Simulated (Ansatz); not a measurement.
## SiO$_{2}$: input, output and frames of a trajectory

Theory: DFT PBE+D3(BJ), scalar-relativistic, plane waves, PAW in Ansatz. Settings: plane waves to 420 eV, k-mesh 2×2×2 (shifted by 0.5, 0.5, 0.5 steps), Fermi–Dirac smearing 0.22 eV. The mesh is coarse. No spin polarisation.

18 atoms, starting at 1.10 times the perfect crystal's volume (space group Ibam, the cell as given, not relaxed at this level); Nosé–Hoover thermostat at 2600 K, fixed cell; 64 steps of 1 fs. The run is short and not equilibrated.

The run converged.

Command:
```bash
ansatz run input.yaml --threads 4 --pin off --max-ram 5120MiB --backend cpu --events-out ev --progress --plain --runs-dir out
```

Input:
```yaml
crystal:
  lattice:
    - [0.0, 0.0, 5.3265653958]
    - [0.0, -8.6298617652, 0.0]
    - [7.3085432174, 4.3149308826, -2.6632826979]
  atoms:
    - { symbol: Si, position: [0.75, 0.0, 1.0] }
    - { symbol: Si, position: [0.4166666667, 0.6666666667, 0.3333333333] }
    - { symbol: Si, position: [0.0833333333, 0.3333333333, 0.6666666667] }
    - { symbol: Si, position: [0.25, 0.0, 0.0] }
    - { symbol: Si, position: [0.9166666667, 0.6666666667, 0.3333333333] }
    - { symbol: Si, position: [0.5833333333, 0.3333333333, 0.6666666667] }
    - { symbol: O, position: [0.597, 0.707, 0.194] }
    - { symbol: O, position: [0.2636666667, 0.3736666667, 0.5273333333] }
    - { symbol: O, position: [0.9303333333, 0.0403333333, 0.8606666667] }
    - { symbol: O, position: [0.5696666667, 0.1796666667, 0.1393333333] }
    - { symbol: O, position: [0.2363333333, 0.8463333333, 0.4726666667] }
    - { symbol: O, position: [0.903, 0.513, 0.806] }
    - { symbol: O, position: [0.097, 0.487, 0.194] }
    - { symbol: O, position: [0.7636666667, 0.1536666667, 0.5273333333] }
    - { symbol: O, position: [0.4303333333, 0.8203333333, 0.8606666667] }
    - { symbol: O, position: [0.0696666667, 0.9596666667, 0.1393333333] }
    - { symbol: O, position: [0.7363333333, 0.6263333333, 0.4726666667] }
    - { symbol: O, position: [0.403, 0.293, 0.806] }
basis:
  ecutwfc: 420
kpoints:
  mp_grid: { grid: [2, 2, 2], shift: [0.5, 0.5, 0.5] }
hamiltonian:
  xc: pbe
  dispersion: d3bj
scf:
  occupations: { method: fermi_dirac, width: 0.2241 }
  lower_state_search: "off"
  convergence: { dr2_threshold: 1.0e-07 }
output:
  forces: true
  stress: true
md:
  timestep: 1.0
  n_steps: 64
  ensemble: nvt_nose_hoover
  temperature: 2600.0
  initial_velocities: maxwell_boltzmann
  seed: 92706
```

Output (its end):
```
...
Harris-Foulkes:  -10626.652685 eV  (|F-HF|=3.78e-8)
Internal energy: -10626.619991 eV  (E = F + TS)
E sigma→0 (E₀):  -10626.636338 eV
Entropy (-TS):   -0.032694 eV (-1.816 meV/atom)
Fermi energy:    1.885364 eV
--- Per-component energies (eV) ---
  E_band       = -657.406081
  E_kinetic    = 2373.926689
  E_local      = -7514.694907  (includes V_loc(G=0)·N_el)
  E_nonlocal   = 720.861798
  E_hartree    = 2809.682271
  E_xc         = -1216.089053
  E_vxc        = -1409.268441  (∫ρ·V_xc dr)
  E_paw        = -4976.747351  (= ΣΔE_a)
  E_vpaw       = -447.625005  (= ΣTr[D̂ρ^β])
  E_aug_tail   = 0.029707  (compensation charges beyond the density's cutoff)
  E_ewald      = -2821.971711
  E_disp       = -1.617433  (pairwise vdW)
  E_smearing   = -0.032694  (= −TS)
  E_closure    = -0.000000  (closes the sum)
  Σ components = -10626.652685   (vs F -10626.652685, Δ=0.00e0)
--- Forces (eV/Å), atoms counted from 1 ---
  atom   1  Si    -4.40802285     1.11272341    -0.43857347
  atom   2  Si     1.55832701     1.91982161     1.17174028
  atom   3  Si     1.16429455    -2.31378863     2.55222744
  atom   4  Si    -0.96752221    -1.44095367     1.07837479
  atom   5  Si     1.90842731     0.98700714    -0.39003756
  atom   6  Si    -4.00125893     0.63499784    -3.61381248
  atom   7  O     -1.12542052    -0.83017040     0.64908681
  atom   8  O     -2.50345123    -3.07533005     0.27375406
  atom   9  O     -3.19242468    -0.84284656    -1.47791313
  atom  10  O      2.39033295    -6.48340070    -2.03383536
  atom  11  O     -1.27911340     1.05980160    -0.05066497
  atom  12  O      4.37329731    -0.73038416     4.84056028
  atom  13  O     -0.02301847    -1.80751793    -1.33459467
  atom  14  O     -2.48399138     0.36534759    -6.49263762
  atom  15  O      0.22545444     5.03918473     0.68748658
  atom  16  O      6.23510992     2.67438015     2.22214066
  atom  17  O     -1.08048361    -0.92073379     0.00831015
  atom  18  O      3.20946408     4.65187406     2.34849339
  max |Σ_I F_I| component: 1.05e-4 eV/Å
--- Stress (GPa, compression-positive) ---
        8.733380       3.932480       8.503616
        3.932481       6.910625       1.858208
        8.503623       1.858207     -18.828542
  P = ⅓ Tr σ = -1.0615 GPa (-10.615 kbar)
--- MD trajectory: 64 steps, t = 0.0 → 64.0 fs ---
  final state: T = 3162.4 K   F+E_penalty+E_count = -10626.65268492 eV   E_kin = 6.949218 eV
  conserved energy: peak-to-peak 2.718e-2 eV (1.510e-3 eV/atom) over 64.0 fs
```

Frames along the run (Å, eV/Å; dE is the potential energy from the first frame):

```xyz
18
Lattice="0.000 0.000 5.327 0.000 -8.630 0.000 7.309 4.315 -2.663" Properties=species:S:1:pos:R:3:forces:R:3 pbc="T T T" time_fs=0.00 dE_eV=0.0000 T_K=2600
Si    7.309    4.315    1.332    0.000    0.000    0.000
Si    2.436   -4.315    1.332    0.000    0.000    0.000
Si    4.872    0.000   -1.332    0.000    0.000    0.000
Si    0.000    0.000    1.332    0.000    0.000    0.000
Si    2.436   -4.315    3.995    0.000    0.000    0.000
Si    4.872    0.000    1.332    0.000    0.000    0.000
O     1.418   -5.264    2.663    3.820    3.462    0.000
O     3.854   -0.949    0.000    3.820    3.462    0.000
O     6.290    3.366    2.663    3.820    3.462    0.000
O     1.018   -0.949    2.663   -3.820    3.462    0.000
O     3.455   -5.264    0.000   -3.820    3.462    0.000
O     5.891   -0.949    2.663   -3.820    3.462    0.000
O     1.418   -3.366    0.000    3.820   -3.462    0.000
O     3.854    0.949    2.663    3.820   -3.462    0.000
O     6.290   -3.366    0.000    3.820   -3.462    0.000
O     1.018   -7.681    0.000   -3.820   -3.462    0.000
O     3.455   -3.366    2.663   -3.820   -3.462    0.000
O     5.891    0.949    0.000   -3.820   -3.462    0.000
18
Lattice="0.000 0.000 5.327 0.000 -8.630 0.000 7.309 4.315 -2.663" Properties=species:S:1:pos:R:3:forces:R:3 pbc="T T T" time_fs=6.00 dE_eV=-0.1868 T_K=2684
Si    7.314    4.339    1.339   -1.664   -0.310   -0.491
Si    2.365   -4.348    1.319    1.357    0.822    1.158
Si    4.861    0.024   -1.291    1.053   -0.374   -0.913
Si    0.036   -0.027    1.318   -1.766    0.031    0.666
Si    2.433   -4.390    4.054    0.293    1.504   -1.402
Si    4.912    0.001    1.318    0.355    0.455    0.463
O     1.424   -5.268    2.708    3.405    2.922   -0.497
O     3.921   -0.893   -0.102    2.836    2.733    0.750
O     6.185    3.450    2.654    4.446    2.755    0.138
O     0.907   -0.963    2.675   -2.551    3.038   -0.185
O     3.448   -5.266   -0.013   -4.167    2.938    0.064
O     6.061   -0.878    2.774   -4.724    3.292   -0.496
O     1.439   -3.298   -0.186    3.402   -4.174    0.968
O     3.817    0.915    2.623    4.036   -3.382    0.075
O     6.381   -3.349    0.028    3.384   -3.108    0.030
O     0.877   -7.752    0.023   -1.836   -2.454   -0.160
O     3.505   -3.337    2.654   -4.282   -3.925   -0.297
O     5.895    0.902    0.022   -3.576   -2.763    0.130
18
Lattice="0.000 0.000 5.327 0.000 -8.630 0.000 7.309 4.315 -2.663" Properties=species:S:1:pos:R:3:forces:R:3 pbc="T T T" time_fs=12.00 dE_eV=-3.1742 T_K=4036
Si    7.299    4.358    1.341   -2.830   -1.141   -0.776
Si    2.310   -4.370    1.320    2.442    1.491    1.987
Si    4.863    0.046   -1.264    3.145    0.510   -3.721
Si    0.050   -0.054    1.314   -3.724   -0.374    1.982
Si    2.433   -4.448    4.095    0.454    2.581   -3.595
Si    4.955    0.006    1.311    0.107    0.387    1.272
O     1.503   -5.210    2.742    2.043    1.457   -0.993
O     4.045   -0.781   -0.184   -0.761   -0.503    3.139
O     6.174    3.591    2.647    3.235    0.825    0.234
O     0.742   -0.913    2.684   -0.093    0.734   -0.260
O     3.354   -5.207   -0.022   -2.816    1.162    0.939
O     6.131   -0.735    2.874   -4.543    2.477   -0.916
O     1.531   -3.319   -0.350    1.641   -3.007    2.318
O     3.866    0.808    2.584    3.389   -2.535    0.110
O     6.542   -3.397    0.055    1.228   -0.891   -0.457
O     0.701   -7.873    0.043    2.205    0.753   -0.721
O     3.464   -3.391    2.639   -3.793   -3.517   -0.682
O     5.824    0.797    0.047   -1.329   -0.408    0.139
18
Lattice="0.000 0.000 5.327 0.000 -8.630 0.000 7.309 4.315 -2.663" Properties=species:S:1:pos:R:3:forces:R:3 pbc="T T T" time_fs=17.00 dE_eV=-3.2540 T_K=4059
Si    7.262    4.363    1.336   -2.209   -1.994    0.507
Si    2.287   -4.376    1.338    3.045    1.883    1.825
Si    4.894    0.067   -1.275    3.863    1.025   -5.592
Si    0.028   -0.079    1.328   -4.066   -0.094    2.051
Si    2.438   -4.472    4.096    1.067    2.185   -6.320
Si    4.992    0.014    1.316   -0.696   -0.610    2.229
O     1.602   -5.137    2.754   -0.242   -0.817   -1.436
O     4.139   -0.695   -0.203   -4.508   -3.943    4.779
O     6.216    3.724    2.645   -0.338   -2.108    0.296
O     0.601   -0.860    2.686    2.661   -3.383   -0.138
O     3.230   -5.137   -0.015   -0.113   -1.456    2.682
O     6.115   -0.576    2.942   -2.957    1.187   -1.465
O     1.635   -3.384   -0.448   -1.486    0.627    4.211
O     3.962    0.677    2.554    1.600   -0.979    0.366
O     6.697   -3.452    0.070   -2.290    3.470   -1.820
O     0.587   -7.964    0.048    6.290    3.990   -0.888
O     3.368   -3.495    2.615   -2.348   -2.236   -1.002
O     5.744    0.702    0.069    2.727    3.251   -0.284
18
Lattice="0.000 0.000 5.327 0.000 -8.630 0.000 7.309 4.315 -2.663" Properties=species:S:1:pos:R:3:forces:R:3 pbc="T T T" time_fs=23.00 dE_eV=-1.1189 T_K=3066
Si    7.194    4.348    1.337   -0.093   -1.348    1.694
Si    2.292   -4.361    1.378    2.042    1.271   -1.208
Si    4.966    0.102   -1.340   -1.638   -0.393    2.092
Si   -0.041   -0.108    1.363   -1.829    1.816   -0.840
Si    2.457   -4.479    4.028    2.030    1.216   -4.447
Si    5.030    0.016    1.345   -0.212   -1.960   -0.192
O     1.709   -5.073    2.741   -5.011   -5.328   -1.522
O     4.168   -0.663   -0.142   -3.722   -3.310    1.406
O     6.253    3.837    2.649   -4.720   -4.624    0.596
O     0.485   -0.869    2.688    3.472   -6.829    0.415
O     3.081   -5.085    0.046    2.241   -3.684    2.290
O     6.048   -0.366    2.990    3.873   -2.136   -4.072
O     1.726   -3.443   -0.481   -4.130    4.428    5.013
O     4.100    0.506    2.527   -3.773    2.115    1.705
O     6.836   -3.443    0.052   -4.277    6.725   -2.011
O     0.574   -7.997    0.039    7.536    4.127    0.159
O     3.214   -3.655    2.567    2.729    2.280   -0.166
O     5.705    0.656    0.089    5.481    5.634   -0.913
18
Lattice="0.000 0.000 5.327 0.000 -8.630 0.000 7.309 4.315 -2.663" Properties=species:S:1:pos:R:3:forces:R:3 pbc="T T T" time_fs=29.00 dE_eV=-1.7524 T_K=3329
Si    7.127    4.319    1.355    2.371    1.028    0.055
Si    2.318   -4.334    1.399   -2.630   -1.148   -6.387
Si    5.020    0.134   -1.380   -4.282   -0.817    7.809
Si   -0.131   -0.116    1.391    1.380    2.722   -1.509
Si    2.496   -4.467    3.913   -1.105    2.323    3.450
Si    5.066   -0.005    1.369    1.263   -1.374   -4.113
O     1.711   -5.120    2.696   -6.456   -6.445   -0.593
O     4.121   -0.700   -0.046   -0.027   -0.757   -0.112
O     6.201    3.858    2.666   -3.201   -2.862    0.763
O     0.436   -1.008    2.697   -0.059   -2.325    0.312
O     2.978   -5.109    0.149    2.889   -3.738   -1.732
O     6.066   -0.201    2.950    8.613   -3.380   -5.331
O     1.739   -3.419   -0.415   -1.534    1.803    1.694
O     4.156    0.378    2.537   -8.062    3.272    2.415
O     6.889   -3.307   -0.005   -2.253    1.440    0.297
O     0.711   -7.948    0.031    1.885   -0.135    0.083
O     3.125   -3.763    2.524    8.744    7.426    3.527
O     5.773    0.722    0.091    2.463    2.966   -0.627
18
Lattice="0.000 0.000 5.327 0.000 -8.630 0.000 7.309 4.315 -2.663" Properties=species:S:1:pos:R:3:forces:R:3 pbc="T T T" time_fs=35.00 dE_eV=-4.2955 T_K=4434
Si    7.087    4.300    1.376    3.346    1.469   -0.139
Si    2.317   -4.317    1.354   -2.898   -0.712   -2.681
Si    5.030    0.154   -1.338    0.510   -1.530    1.729
Si   -0.206   -0.091    1.402    2.925    2.096   -0.614
Si    2.521   -4.431    3.833   -4.223    0.158    4.911
Si    5.113   -0.041    1.351   -0.103    0.843   -0.910
O     1.591   -5.288    2.639    0.006    0.705    0.243
O     4.071   -0.755    0.050    2.696    1.074   -0.390
O     6.081    3.819    2.698    0.159   -0.433    0.238
O     0.390   -1.198    2.713   -2.204    2.621   -0.134
O     2.937   -5.212    0.218    2.659   -2.625   -3.791
O     6.242   -0.103    2.808    0.191   -1.108   -0.777
O     1.717   -3.356   -0.308    0.777   -0.564    0.418
O     4.059    0.314    2.595   -2.320    0.952    0.947
O     6.892   -3.138   -0.058   -1.087   -3.072    0.948
O     0.891   -7.899    0.025   -2.948   -2.776   -0.295
O     3.200   -3.729    2.541    3.684    3.380    0.823
O     5.893    0.850    0.079   -1.172   -0.476   -0.525
18
Lattice="0.000 0.000 5.327 0.000 -8.630 0.000 7.309 4.315 -2.663" Properties=species:S:1:pos:R:3:forces:R:3 pbc="T T T" time_fs=41.00 dE_eV=-1.6361 T_K=3170
Si    7.086    4.299    1.396    2.673    0.558    0.107
Si    2.283   -4.310    1.272   -0.483   -1.059   -0.812
Si    5.040    0.158   -1.270    0.489   -0.492   -0.855
Si   -0.246   -0.042    1.405    2.450    0.930   -0.335
Si    2.499   -4.392    3.812   -2.974   -0.910    3.060
Si    5.161   -0.067    1.320   -0.282    2.056    1.485
O     1.464   -5.448    2.586    3.100    4.684    0.439
O     4.077   -0.789    0.136    3.495    1.615   -0.778
O     5.964    3.768    2.735    2.584    1.119   -0.131
O     0.300   -1.334    2.726   -2.110    4.993   -0.082
O     2.950   -5.367    0.210    0.803    0.481   -2.686
O     6.431   -0.033    2.642   -3.842   -0.911    0.105
O     1.709   -3.303   -0.190    1.640   -1.789    0.331
O     3.909    0.274    2.675    2.779   -0.139    0.768
O     6.869   -3.030   -0.092   -0.596   -4.440    0.850
O     1.012   -7.907    0.013   -4.668   -3.149   -0.384
O     3.356   -3.621    2.582   -1.904   -0.872   -0.412
O     5.990    0.970    0.056   -3.155   -2.677   -0.669
18
Lattice="0.000 0.000 5.327 0.000 -8.630 0.000 7.309 4.315 -2.663" Properties=species:S:1:pos:R:3:forces:R:3 pbc="T T T" time_fs=47.00 dE_eV=0.5554 T_K=2130
Si    7.119    4.304    1.416    1.391   -0.478   -0.125
Si    2.242   -4.318    1.180    1.340   -2.778    0.640
Si    5.055    0.155   -1.211   -0.733    0.267   -1.308
Si   -0.256    0.019    1.402    1.272   -0.477   -0.364
Si    2.442   -4.363    3.828   -0.376   -1.120    0.814
Si    5.206   -0.069    1.306    0.617    2.487    2.428
O     1.400   -5.510    2.542    3.350    5.429    0.413
O     4.156   -0.789    0.204    2.720    1.155   -1.390
O     5.902    3.741    2.770    3.781    1.920   -0.250
O     0.166   -1.364    2.738   -1.069    5.710    0.177
O     2.981   -5.511    0.144   -1.037    3.184   -1.553
O     6.540    0.015    2.478   -4.404   -1.133    0.156
O     1.735   -3.287   -0.068    1.239   -1.577   -0.783
O     3.815    0.233    2.772    4.572   -0.228    0.941
O     6.834   -3.017   -0.107   -0.168   -3.929    0.886
O     1.033   -7.981   -0.007   -4.696   -2.554   -0.262
O     3.476   -3.529    2.617   -4.266   -2.480    0.428
O     6.021    1.034    0.018   -3.533   -3.396   -0.848
18
Lattice="0.000 0.000 5.327 0.000 -8.630 0.000 7.309 4.315 -2.663" Properties=species:S:1:pos:R:3:forces:R:3 pbc="T T T" time_fs=52.00 dE_eV=-0.3597 T_K=2513
Si    7.159    4.304    1.431   -0.436   -1.287   -0.949
Si    2.220   -4.349    1.110    2.532   -4.684    3.559
Si    5.062    0.155   -1.175   -1.715    0.233   -1.229
Si   -0.252    0.065    1.397    0.179   -1.872   -0.518
Si    2.389   -4.350    3.850    1.161   -1.189   -0.707
Si    5.248   -0.047    1.317    0.852    2.501    2.100
O     1.402   -5.473    2.513    2.966    5.047    0.307
O     4.266   -0.770    0.237    1.218    0.169   -1.883
O     5.911    3.748    2.794    3.775    2.052   -0.343
O     0.038   -1.296    2.750    0.035    4.948    0.348
O     2.992   -5.582    0.062   -1.910    4.071   -1.106
O     6.560    0.037    2.347   -3.196   -1.108    0.861
O     1.776   -3.298    0.020    0.082    0.141   -2.922
O     3.809    0.196    2.867    4.739   -0.071    0.801
O     6.802   -3.069   -0.104    0.162   -2.229    1.221
O     0.974   -8.084   -0.028   -3.178   -1.361    0.325
O     3.507   -3.491    2.651   -4.686   -2.780    0.865
O     5.990    1.032   -0.027   -2.581   -2.580   -0.732
18
Lattice="0.000 0.000 5.327 0.000 -8.630 0.000 7.309 4.315 -2.663" Properties=species:S:1:pos:R:3:forces:R:3 pbc="T T T" time_fs=58.00 dE_eV=-2.7121 T_K=3524
Si    7.198    4.289    1.437   -3.911   -1.624   -2.904
Si    2.222   -4.439    1.068    2.578   -3.847    4.737
Si    5.050    0.155   -1.145   -2.394   -1.003   -0.801
Si   -0.246    0.098    1.385   -0.924   -2.860   -0.477
Si    2.340   -4.347    3.868    2.266   -0.444   -1.678
Si    5.303    0.006    1.349   -2.872    1.606   -1.714
O     1.462   -5.332    2.484    1.894    3.280    0.127
O     4.418   -0.747    0.242   -0.841   -1.444   -1.375
O     5.994    3.797    2.816    1.840    1.244   -0.605
O    -0.113   -1.124    2.772    1.482    1.129    0.081
O     2.967   -5.587   -0.057   -2.190    3.559   -0.673
O     6.530    0.042    2.213    2.111   -0.783    4.034
O     1.827   -3.308    0.067   -0.494    0.524   -3.433
O     3.894    0.151    2.993    3.185    0.225   -0.670
O     6.767   -3.171   -0.076    0.317    1.196    1.590
O     0.850   -8.230   -0.042    1.605    1.064    2.385
O     3.453   -3.500    2.709   -4.058   -2.607    0.936
O     5.907    0.985   -0.093    0.406    0.784    0.437
18
Lattice="0.000 0.000 5.327 0.000 -8.630 0.000 7.309 4.315 -2.663" Properties=species:S:1:pos:R:3:forces:R:3 pbc="T T T" time_fs=64.00 dE_eV=-2.0727 T_K=3162
Si    7.192    4.258    1.411   -4.408    1.113   -0.439
Si    2.254   -4.569    1.079    1.558    1.920    1.172
Si    5.013    0.143   -1.122    1.164   -2.314    2.552
Si   -0.250    0.098    1.369   -0.968   -1.441    1.078
Si    2.318   -4.349    3.867    1.908    0.987   -0.390
Si    5.324    0.078    1.361   -4.001    0.635   -3.614
O     1.558   -5.126    2.460   -1.125   -0.830    0.649
O     4.552   -0.755    0.219   -2.503   -3.075    0.274
O     6.109    3.869    2.824   -3.192   -0.843   -1.478
O    -0.231   -0.937    2.791    2.390   -6.483   -2.034
O     2.897   -5.519   -0.188   -1.279    1.060   -0.051
O     6.542    0.029    2.164    4.373   -0.730    4.841
O     1.868   -3.313    0.045   -0.023   -1.808   -1.335
O     4.039    0.110    3.096   -2.484    0.365   -6.493
O     6.738   -3.245   -0.016    0.225    5.039    0.687
O     0.762   -8.353   -0.008    6.235    2.674    2.222
O     3.316   -3.563    2.785   -1.080   -0.921    0.008
O     5.834    0.957   -0.147    3.209    4.652    2.348
```